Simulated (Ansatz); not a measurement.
# BaZrO3 (Pm-3m) in Ansatz: further runs

The runs below take BaZrO3 through relaxation of cell and atoms, with r2SCAN, PBE.

Program: Ansatz 0.2.0. These are calculated values, not measurements. Logs are shortened: lines on timing, memory, paths and dates and some standing lists are left out, and cuts for length are marked.

## Step 1: Starting point

The structure is cubic, space group Pm-3m (No. 221). The conventional cell has a = 4.191 Å, b = 4.191 Å, c = 4.191 Å, α = 90.00°, β = 90.00°, γ = 90.00°. Around Ba (site symmetry m-3m) lie 12 O at 2.96 Å. Zr (site symmetry m-3m) has 6 O at 2.10 Å as nearest neighbours. O (site symmetry 4/mmm) has 2 Zr at 2.10 Å as nearest neighbours.

## Step 2: Relaxation of cell and atoms, r2SCAN

input.yaml

```yaml
crystal:
  lattice:
    - [4.19134, 0.0, 0.0]
    - [0.0, 4.19134, 0.0]
    - [0.0, 0.0, 4.19134]
  atoms:
    - { symbol: Ba, position: [0.0, 0.0, 0.0] }
    - { symbol: Zr, position: [0.5, 0.5, 0.5] }
    - { symbol: O, position: [0.5, 0.5, 0.0] }
    - { symbol: O, position: [0.5, 0.0, 0.5] }
    - { symbol: O, position: [0.0, 0.5, 0.5] }
hamiltonian:
  xc: r2scan
  pseudopotentials: { kind: paw }
kpoints:
  mp_grid: { grid: [6, 6, 6] }
scf:
  occupations: { method: fermi_dirac, width: 0.05 }
output:
  forces: true
  stress: true
  eigenvalues: true
relax:
  f_tol: 0.01
  max_steps: 40
  cell: { stress_tol: 0.05 }
```

Potentials or basis: Ansatz PAW.

Started as:

```bash
ansatz run input.yaml --threads 2 --pin off --max-ram 5632MiB --backend cpu --events-out ev --progress --plain --runs-dir out
```

Standard output:

```text
Warning: RAYON_NUM_THREADS=2 ignored (pool sized by the plan → 2); use --threads N
Engine: ansatz 0.2.0, x86_64-unknown-linux-gnu
Pseudopotentials: kind: paw
Pseudopotential: Ba, paw, valence charge 10, recommended cutoff 500 eV (meta_gga), Ba.paw.azcp
Pseudopotential: Zr, paw, valence charge 12, recommended cutoff 500 eV (meta_gga), Zr.paw.azcp
Pseudopotential: O, paw, valence charge 6, recommended cutoff 500 eV (meta_gga), O.paw.azcp
Functional definition: r2SCAN
  parameter k0 = 0.174
  parameter k1 = 0.065
  parameter a1 = 4.9479
  exchange = r2scan_x(k0 = k0, k1 = k1, a1 = a1)
  correlation = r2scan_c
Crystal: 5 atoms, lattice volume = 73.631 Å³
Basis set: ecut = 500 eV, 1863 PW (Γ), exchange–correlation on 128×128×128 points (64 copies of the dense FFT grid, shifted against one another)
Bands: 25, of which v1, the nominal top of the filled ones, is band 20 counted from 1 (19 counted from 0)
Symmetry: 48 space group operations
Space group: Pm-3m (ITA 221), of the structure as read, at distance tolerance 4.2e-5 Å
k-points: 20 of 216
Non-local potential: Ba, projectors of the file, l = 0: 3, l = 1: 2, l = 2: 2, l = 3: 2
Non-local potential: Zr, projectors of the file, l = 0: 3, l = 1: 2, l = 2: 2, l = 3: 2
Non-local potential: O, projectors of the file, l = 0: 2, l = 1: 2, l = 2: 1
PAW form: soft (Blöchl's): semilocal exchange-correlation on the pseudo side does not see the compensation charge
PAW frozen core: Ba, regenerated for the run's functional (the file was generated under x = pbe(κ = 0.804, μ = 0.2195149727645171), c = pbe(β = 0.06672455060314922))
PAW frozen core: Zr, regenerated for the run's functional (the file was generated under x = pbe(κ = 0.804, μ = 0.2195149727645171), c = pbe(β = 0.06672455060314922))
PAW frozen core: O, regenerated for the run's functional (the file was generated under x = pbe(κ = 0.804, μ = 0.2195149727645171), c = pbe(β = 0.06672455060314922))
PAW one-centre angular grid: Ba, 302 points (default); XC on 160 Gauss nodes
PAW one-centre angular grid: Zr, 590 points (default); XC on 160 Gauss nodes
PAW one-centre angular grid: O, 302 points (default); XC on 160 Gauss nodes
Initial density: superposition of atomic densities (neutral atoms: chi_scale 0, normalization atom), corrected by the library's trained network
Initial wavefunctions: pseudopotential atomic-orbital guess
Functional: x = r2scan, c = r2scan; τ floored in thin density (d = 2e-4 eV/Å³)
SCF iter   1: F=—  HF=-11875.309243 eV  |F-HF|=—  |Δ(HF+E_count)|=         —  Δρ=1.17e-2  dr2=1.32e-1  dr2_τ=2.32e-1  ethr=1.77e-3  ⟨swp⟩=7.3  Hψ=2656  notcnv=0
preconditioner: auto → Resta (q_TF=auto, 2.464 Å⁻¹)  ε∞=3.4  [insulator: Δε(μ)=4.044 eV  Ē_g=17.184 eV  σ=0.050 eV  W_gap=1.00  n_scr=18 (ndim 8)  ℏωp=26.7 eV  f_vac=0.000  D(μ)=0.00/eV (n_scr^D=0)  ε∞_Penn≈3.4]
SCF iter   2: F=—  HF=-11875.421881 eV  |F-HF|=—  |Δ(HF+E_count)|=   1.13e-1  Δρ=5.70e-3  dr2=1.00e-2  dr2_τ=5.26e-3  ethr=3.31e-4  ⟨swp⟩=2.8  Hψ=1081  notcnv=0  defer=20
SCF iter   3: F=—  HF=-11875.420514 eV  |F-HF|=—  |Δ(HF+E_count)|=   1.37e-3  Δρ=2.35e-3  dr2=2.59e-3  dr2_τ=2.72e-4  ethr=2.50e-5  ⟨swp⟩=2.4  Hψ=907  notcnv=0  defer=20
SCF iter   4: F=—  HF=-11875.420052 eV  |F-HF|=—  |Δ(HF+E_count)|=   4.63e-4  Δρ=4.00e-4  dr2=6.21e-5  dr2_τ=1.27e-5  ethr=6.46e-6  ⟨swp⟩=2.9  Hψ=967  notcnv=0  defer=20
SCF iter   5: F=—  HF=-11875.420073 eV  |F-HF|=—  |Δ(HF+E_count)|=   2.14e-5  Δρ=8.61e-5  dr2=5.69e-6  dr2_τ=3.69e-7  ethr=1.55e-7  ⟨swp⟩=2.7  Hψ=841  notcnv=0  defer=20
SCF iter   6: F=—  HF=-11875.420074 eV  |F-HF|=—  |Δ(HF+E_count)|=   2.73e-7  Δρ=1.96e-5  dr2=3.05e-7  dr2_τ=3.35e-8  ethr=1.42e-8  ⟨swp⟩=2.0  Hψ=788  notcnv=0  defer=20
SCF iter   7: F=-11875.420074 eV  HF=-11875.420074 eV  |F-HF|=9.68e-9  |Δ(HF+E_count)|=   2.84e-8  Δρ=4.45e-6  dr2=1.59e-8  dr2_τ=5.10e-10  ethr=2.50e-10  ⟨swp⟩=9.8  Hψ=2388  notcnv=0
SCF 1 converged in 7 iterations: F = -11875.420074 eV  dr2 = 1.59e-8
relax step   1: F+E_penalty+E_count = -11875.42007350 eV  Δ(F+E_penalty+E_count) = +0.000e0 eV  max|allowed force component| = 5.178e-29 eV/Å  Δτ_max = 0.0000 Å  P = +1.634 GPa  Ω = 73.631 Å³  (7 SCF iters, dr2 threshold 1.00e-7 eV, accepted)
Crystal: 5 atoms, lattice volume = 74.751 Å³
Initial density: handed on by an earlier stage of this run
Initial wavefunctions: those handed on with the density
iter 1 solved again at ethr=2.52e-6 eV; its pass at ethr=3.10e-3 eV (dr2=1.01e-3 eV) is discarded
SCF iter   1: F=—  HF=-11875.414795 eV  |F-HF|=—  |Δ(HF+E_count)|=         —  Δρ=1.27e-3  dr2=9.94e-4  dr2_τ=7.01e-3  ethr=2.52e-6  ⟨swp⟩=1.2  Hψ=3062  notcnv=0
preconditioner: auto → Resta (q_TF=auto, 2.458 Å⁻¹)  ε∞=3.4  [insulator: Δε(μ)=3.720 eV  Ē_g=16.980 eV  σ=0.050 eV  W_gap=1.00  n_scr=18 (ndim 8)  ℏωp=26.5 eV  f_vac=0.000  D(μ)=0.00/eV (n_scr^D=0)  ε∞_Penn≈3.4]
SCF iter   2: F=—  HF=-11875.422218 eV  |F-HF|=—  |Δ(HF+E_count)|=   7.42e-3  Δρ=5.64e-4  dr2=1.83e-4  dr2_τ=1.34e-5  ethr=2.48e-6  ⟨swp⟩=2.0  Hψ=998  notcnv=0
SCF iter   3: F=—  HF=-11875.422205 eV  |F-HF|=—  |Δ(HF+E_count)|=   1.35e-5  Δρ=1.45e-4  dr2=8.27e-6  dr2_τ=1.42e-6  ethr=4.57e-7  ⟨swp⟩=2.5  Hψ=768  notcnv=0
SCF iter   4: F=—  HF=-11875.422209 eV  |F-HF|=—  |Δ(HF+E_count)|=   4.16e-6  Δρ=5.24e-5  dr2=2.10e-6  dr2_τ=1.87e-7  ethr=2.07e-8  ⟨swp⟩=2.9  Hψ=913  notcnv=0
SCF iter   5: F=-11875.422208 eV  HF=-11875.422209 eV  |F-HF|=3.18e-7  |Δ(HF+E_count)|=   1.37e-7  Δρ=3.00e-5  dr2=4.77e-7  dr2_τ=8.81e-8  ethr=1.25e-9  ⟨swp⟩=4.2  Hψ=2422  notcnv=0
SCF 2 converged in 5 iterations: F = -11875.422208 eV  dr2 = 4.77e-7
relax step   2: F+E_penalty+E_count = -11875.42220829 eV  Δ(F+E_penalty+E_count) = -2.135e-3 eV  max|allowed force component| = 1.265e-29 eV/Å  Δτ_max = 0.0000 Å  P = -0.855 GPa  Ω = 74.751 Å³  energy of the carried Pulay correction = -4.725e-4 eV  (5 SCF iters, dr2 threshold 5.00e-7 eV, accepted)
Crystal: 5 atoms, lattice volume = 74.362 Å³
iter 1 solved again at ethr=3.78e-7 eV; its pass at ethr=3.10e-3 eV (dr2=1.51e-4 eV) is discarded
SCF iter   1: F=—  HF=-11875.422576 eV  |F-HF|=—  |Δ(HF+E_count)|=         —  Δρ=4.54e-4  dr2=1.22e-4  dr2_τ=8.28e-4  ethr=3.78e-7  ⟨swp⟩=2.0  Hψ=3008  notcnv=0
preconditioner: auto → Resta (q_TF=auto, 2.460 Å⁻¹)  ε∞=3.4  [insulator: Δε(μ)=3.731 eV  Ē_g=17.019 eV  σ=0.050 eV  W_gap=1.00  n_scr=18 (ndim 8)  ℏωp=26.5 eV  f_vac=0.000  D(μ)=0.00/eV (n_scr^D=0)  ε∞_Penn≈3.4]
SCF iter   2: F=—  HF=-11875.423430 eV  |F-HF|=—  |Δ(HF+E_count)|=   8.54e-4  Δρ=1.90e-4  dr2=2.01e-5  dr2_τ=1.82e-6  ethr=3.04e-7  ⟨swp⟩=2.0  Hψ=900  notcnv=0
SCF iter   3: F=—  HF=-11875.423429 eV  |F-HF|=—  |Δ(HF+E_count)|=   1.21e-6  Δρ=5.39e-5  dr2=1.19e-6  dr2_τ=2.03e-7  ethr=5.02e-8  ⟨swp⟩=2.4  Hψ=806  notcnv=0
SCF iter   4: F=-11875.423429 eV  HF=-11875.423429 eV  |F-HF|=2.15e-8  |Δ(HF+E_count)|=   3.82e-7  Δρ=9.88e-6  dr2=5.27e-8  dr2_τ=6.03e-9  ethr=1.25e-9  ⟨swp⟩=6.0  Hψ=2262  notcnv=0
SCF 3 converged in 4 iterations: F = -11875.423429 eV  dr2 = 5.27e-8
relax step   3: F+E_penalty+E_count = -11875.42342948 eV  Δ(F+E_penalty+E_count) = -1.221e-3 eV  max|allowed force component| = 3.129e-30 eV/Å  Δτ_max = 0.0000 Å  P = -0.013 GPa  Ω = 74.362 Å³  energy of the carried Pulay correction = -3.093e-4 eV  (4 SCF iters, dr2 threshold 5.00e-7 eV, accepted)
Initial wavefunctions: pseudopotential atomic-orbital guess (no wavefunctions were taken with the density)
iter 1 solved again at ethr=2.23e-7 eV; its pass at ethr=3.10e-3 eV (dr2=8.94e-5 eV) is discarded
SCF iter   1: F=—  HF=-11875.423650 eV  |F-HF|=—  |Δ(HF+E_count)|=         —  Δρ=1.23e-4  dr2=2.87e-7  dr2_τ=2.58e-7  ethr=2.23e-7  ⟨swp⟩=3.0  Hψ=4001  notcnv=0
preconditioner: auto → Resta (q_TF=auto, 2.460 Å⁻¹)  ε∞=3.4  [insulator: Δε(μ)=3.732 eV  Ē_g=17.015 eV  σ=0.050 eV  W_gap=1.00  n_scr=18 (ndim 8)  ℏωp=26.5 eV  f_vac=0.000  D(μ)=0.00/eV (n_scr^D=0)  ε∞_Penn≈3.4]
SCF iter   2: F=—  HF=-11875.423696 eV  |F-HF|=—  |Δ(HF+E_count)|=   4.66e-5  Δρ=6.20e-5  dr2=7.89e-8  dr2_τ=2.19e-6  ethr=7.19e-10  ⟨swp⟩=2.0  Hψ=900  notcnv=0
SCF iter   3: F=—  HF=-11875.423710 eV  |F-HF|=—  |Δ(HF+E_count)|=   1.36e-5  Δρ=1.65e-6  dr2=1.08e-9  dr2_τ=9.43e-10  ethr=1.97e-10  ⟨swp⟩=2.0  Hψ=879  notcnv=0
SCF iter   4: F=—  HF=-11875.423710 eV  |F-HF|=—  |Δ(HF+E_count)|=   1.66e-9  Δρ=9.47e-7  dr2=2.65e-10  dr2_τ=2.19e-10  ethr=2.69e-12  ⟨swp⟩=2.0  Hψ=822  notcnv=0
SCF iter   5: F=—  HF=-11875.423710 eV  |F-HF|=—  |Δ(HF+E_count)|=   1.22e-9  Δρ=5.92e-7  dr2=2.21e-10  dr2_τ=4.09e-11  ethr=1.00e-12  ⟨swp⟩=2.0  Hψ=874  notcnv=0
SCF iter   6: F=-11875.423710 eV  HF=-11875.423710 eV  |F-HF|=1.46e-11  |Δ(HF+E_count)|=  5.46e-11  Δρ=9.52e-8  dr2=2.36e-12  dr2_τ=3.02e-12  ethr=1.00e-12  ⟨swp⟩=3.2  Hψ=2059  notcnv=0
SCF 4 converged in 6 iterations: F = -11875.423710 eV  dr2 = 2.36e-12
relax step   4: F+E_penalty+E_count = -11875.42371003 eV  Δ(F+E_penalty+E_count) = -2.806e-4 eV  max|allowed force component| = 1.097e-29 eV/Å  Δτ_max = 0.0000 Å  P = -0.015 GPa  Ω = 74.362 Å³  stress off target by 1.50e-2 GPa  SCF on the basis re-selected at this cell (its energy is not comparable with the rows above)  (6 SCF iters)
basis re-selected at this cell: Δ(F+E_penalty+E_count) = -2.806e-4 eV, ΔP = -0.002 GPa vs the last step (what re-selecting the basis moved, of the pressure what is left beyond the Pulay correction that the steps carried, after the strain that the cell walked since its last selection, with what the two solves' SCF thresholds leave and, on support functions, any second-order correction that the steps lacked; it is no measure of the basis error at this ecutwfc). This SCF's stress stands 1.50e-2 GPa from its target on what of the cell is left free (relax.cell.stress_tol is 5.00e-2 GPa) and its largest allowed force component is 1.10e-29 eV/Å (relax.f_tol is 1.00e-2 eV/Å): within both
SCF converged after 6 iterations
Free energy (F): -11875.423710 eV
Harris-Foulkes:  -11875.423710 eV  (|F-HF|=1.46e-11)
Internal energy: -11875.423710 eV  (E = F + TS)
E sigma→0 (E₀):  -11875.423710 eV
Fermi energy:    11.287187 eV
--- Per-component energies (eV) ---
  E_band       = -125.893493
  E_kinetic    = 1035.257865
  E_local      = -1951.459422  (includes V_loc(G=0)·N_el)
  E_nonlocal   = 272.170595
  E_hartree    = 692.439678
  E_xc         = -538.165332
  E_vxc        = -682.775533  (∫ρ·V_xc dr)
  E_paw        = -8700.566078  (= ΣΔE_a)
  E_vpaw       = -224.272682  (= ΣTr[D̂ρ^β])
  E_aug_tail   = 0.003016  (compensation charges beyond the density's cutoff)
  E_vtau       = 40.303297  (kinetic-family band-sum trace: ∫τ·v_τ [+ j·A + Jᵃ·Aᵃ] dr)
  E_ewald      = -2684.913885
  E_core_change = -0.190148  (= ΣΔE_core)
  E_smearing   = -0.000000  (= −TS)
  E_closure    = -0.000000  (closes the sum)
  Σ components = -11875.423710   (vs F -11875.423710, Δ=0.00e0)
--- Forces (eV/Å), atoms counted from 1 ---
  atom   1  Ba     0.00000000     0.00000000     0.00000000
  atom   2  Zr    -0.00000000    -0.00000000    -0.00000000
  atom   3  O      0.00000000     0.00000000     0.00000000
  atom   4  O     -0.00000000    -0.00000000     0.00000000
  atom   5  O      0.00000000     0.00000000    -0.00000000
  max |Σ_I F_I| component: 8.28e-30 eV/Å
--- Stress (GPa, compression-positive) ---
       -0.015009       0.000000       0.000000
        0.000000      -0.015009       0.000000
        0.000000       0.000000      -0.015009
  P = ⅓ Tr σ = -0.0150 GPa (-0.150 kbar)
--- Band table (eV; the first three rows and the last of 20) ---
  k-point 0: bands = ["-39.1445", "-16.5738", "-16.5738", "-16.5738", "-16.4998", "-7.9001", "-7.6551", "-7.6551", "-1.2387", "-1.2387", "-1.2387", "7.9218", "7.9218", "7.9218", "8.3816", "8.3816", "8.3816", "9.1661", "9.1661", "9.1661", "13.1252", "13.1252", "13.1252", "14.6316", "14.6316"]
  k-point 1: bands = ["-39.1437", "-16.7058", "-16.5721", "-16.5721", "-16.4221", "-7.9054", "-7.6503", "-7.4600", "-1.2210", "-1.2210", "-1.1952", "7.4714", "7.8401", "7.8401", "8.1625", "8.1625", "8.2114", "8.5446", "9.0789", "9.0789", "13.2053", "13.7051", "13.7051", "15.0421", "15.0696"]
  k-point 2: bands = ["-39.1420", "-16.8713", "-16.5687", "-16.5687", "-16.3588", "-8.0028", "-7.6406", "-6.9544", "-1.1852", "-1.1852", "-1.1088", "6.3116", "7.6372", "7.6372", "7.8198", "7.8198", "7.8876", "7.9088", "8.9649", "8.9649", "13.3835", "14.8901", "14.8901", "15.9081", "16.0778"]
  k-point 19: bands = ["-39.1346", "-16.8303", "-16.8303", "-16.8303", "-16.3680", "-6.7010", "-6.7010", "-6.7010", "-1.7081", "-1.7081", "-1.7081", "5.6104", "5.6104", "5.9107", "6.8864", "6.8864", "6.8864", "9.3933", "9.3933", "9.3933", "16.0525", "16.0525", "16.0525", "16.8546", "16.8546"]
--- Relaxed structure (3 steps of the walk, 3 accepted, 1 SCFs on fresh bases) ---
  F+E_penalty+E_count = -11875.42371003 eV   max|allowed force component| = 1.097e-29 eV/Å   (the final SCF, on the basis selected at the relaxed cell)
  cell:  # Å, volume = 74.3622 Å³
    - [4.205175933163166, 6.419766481290786e-34, -6.419766481290786e-35]
    - [6.419766481290786e-34, 4.205175933163166, 6.419766481290786e-35]
    - [-1.2839532962581572e-34, 6.419766481290786e-35, 4.205175933163166]
  atoms:
    - { symbol: Ba, position: [2.8718887359475254e-37, -7.179721850916348e-38, 4.786481230351324e-38] }
    - { symbol: Zr, position: [0.5, 0.5, 0.5] }
    - { symbol: O, position: [0.5, 0.5, 4.786481232440898e-38] }
    - { symbol: O, position: [0.5, 1.0769582775306843e-37, 0.5] }
    - { symbol: O, position: [2.871888742634119e-37, 0.5, 0.5] }
```

It took 11 s on 2 threads of Intel Xeon Platinum 8375C at 2.90GHz (Ice Lake), shared host; peak memory 0.6 GiB.

Results:

```yaml
Free_energy: -11875.4237 eV
Relaxed_volume: 14.87 Å³/atom
Relaxed_cell: a = 4.205 Å, b = 4.205 Å, c = 4.205 Å, α = 90.00°, β = 90.00°, γ = 90.00°
Space_group_after_relaxing_to_0.05_Å: Pm-3m (No. 221)
Energy_gained_by_relaxing: 0.7 meV/atom
Ionic_steps: 4
Pressure_after_relaxing: 0.0 GPa
Band_gap_on_the_k_mesh: 3.73 eV, indirect (least direct gap 3.96 eV)
```

The path:
```tsv
step	energy change (eV)	largest force (eV/Å)	volume (Å³)
1	0.0000	0.0000	73.63
2	-0.0021	0.0000	74.75
3	-0.0034	0.0000	74.36
4	-0.0036	0.0000	74.36
```

Final structure:
```
CELL_PARAMETERS angstrom
4.20518 0.00000 0.00000
0.00000 4.20518 0.00000
0.00000 0.00000 4.20518
ATOMIC_POSITIONS crystal
Ba 0.00000 0.00000 0.00000
Zr 0.50000 0.50000 0.50000
O 0.50000 0.50000 0.00000
O 0.50000 0.00000 0.50000
O 0.00000 0.50000 0.50000
```

Levels at points of the mesh, in eV from the valence-band top:
```
              k point  band 16  band 17  band 18  band 19  band 20  band 21  band 22  band 23  band 24  band 25
   (0.00, 0.00, 0.00)    -1.01    -1.01    -0.23    -0.23    -0.23     3.73     3.73     3.73     5.24     5.24
  (0.00, 0.00, -0.50)    -1.70    -1.70    -1.62    -0.47    -0.47     4.09     6.17     6.17     7.00     7.33
 (0.00, -0.50, -0.50)    -2.32    -0.92    -0.92    -0.82    -0.05     6.16     6.16     6.98     7.14     8.27
(-0.50, -0.50, -0.50)    -2.51    -2.51     0.00     0.00     0.00     6.66     6.66     6.66     7.46     7.46
```

Caveat: the plane-wave basis is chosen anew once the cell has moved, so the energies of steps on either side of that aren't comparable; spin-orbit coupling is left out, which moves the levels of the heavy elements; the PAW data sets come from PBE, with cores solved anew for the run's functional, which leaves a small shift of forces and pressure. Zero-point motion and thermal expansion aren't in these numbers.

## Step 3: Relaxation of cell and atoms, PBE

input.yaml: that of step 2 with these lines changed.

```diff
@@ -12,3 +12,3 @@
 hamiltonian:
-  xc: r2scan
+  xc: pbe
   pseudopotentials: { kind: paw }
@@ -22,2 +22,6 @@
   eigenvalues: true
+  write_density: true
+  write_potential: true
+  elf: true
+  volumetric_format: npy
 relax:
```

Potentials or basis: Ansatz PAW.

Started as:

```bash
ansatz run input.yaml --threads 2 --pin off --max-ram 5632MiB --backend cpu --events-out ev --progress --plain --runs-dir out
```

It took 9.2 s on 2 threads of Intel Xeon Platinum 8375C at 2.90GHz (Ice Lake), shared host; peak memory 0.47 GiB.

It converged, with:

| Quantity | Value |
| --- | --- |
| Free energy | -11844.6945 eV |
| Relaxed volume | 15.11 Å³/atom |
| Relaxed cell | a = 4.227 Å, b = 4.227 Å, c = 4.227 Å, α = 90.00°, β = 90.00°, γ = 90.00° |
| Space group after relaxing (to 0.05 Å) | Pm-3m (No. 221) |
| Energy gained by relaxing | 4.8 meV/atom |
| Ionic steps | 7 |
| Pressure after relaxing | 0.0 GPa |
| Band gap on the k mesh | 3.18 eV, indirect (least direct gap 3.40 eV) |

The path:
| step | energy change (eV) | largest force (eV/Å) | volume (Å³) |
| --- | --- | --- | --- |
| 1 | 0.0000 | 0.0000 | 73.63 |
| 2 | -0.0082 | 0.0000 | 76.43 |
| 3 | -0.0169 | 0.0000 | 75.50 |
| 4 | -0.0171 | 0.0000 | 75.47 |
| 5 | -0.0238 | 0.0000 | 75.47 |
| 6 | -0.0237 | 0.0000 | 75.53 |
| 7 | -0.0238 | 0.0000 | 75.53 |

Final structure:
```xyz
5
Lattice="4.2272 0.0000 0.0000 0.0000 4.2272 0.0000 0.0000 0.0000 4.2272" Properties=species:S:1:pos:R:3 pbc="T T T"
Ba    0.0000    0.0000    0.0000
Zr    2.1136    2.1136    2.1136
O     2.1136    2.1136    0.0000
O     2.1136    0.0000    2.1136
O     0.0000    2.1136    2.1136
```

Levels at points of the mesh, in eV from the valence-band top:
| k point | band 16 | band 17 | band 18 | band 19 | band 20 | band 21 | band 22 | band 23 | band 24 | band 25 |
| --- | --- | --- | --- | --- | --- | --- | --- | --- | --- | --- |
| (0.00, 0.00, 0.00) | -0.96 | -0.96 | -0.22 | -0.22 | -0.22 | 3.18 | 3.18 | 3.18 | 4.71 | 4.71 |
| (0.00, 0.00, -0.50) | -1.68 | -1.68 | -1.58 | -0.46 | -0.46 | 3.53 | 5.55 | 5.55 | 6.42 | 6.64 |
| (0.00, -0.50, -0.50) | -2.29 | -0.91 | -0.91 | -0.83 | -0.05 | 5.55 | 5.55 | 6.36 | 6.42 | 7.57 |
| (-0.50, -0.50, -0.50) | -2.48 | -2.48 | 0.00 | 0.00 | 0.00 | 5.97 | 5.97 | 5.97 | 6.78 | 6.78 |

Caveat: the plane-wave basis is chosen anew once the cell has moved, so the energies of steps on either side of that aren't comparable; the pressure holds a Pulay correction of +0.5 GPa for the finite cutoff; spin-orbit coupling is left out, which moves the levels of the heavy elements. PBE usually gives volumes a little too large and moduli too small.
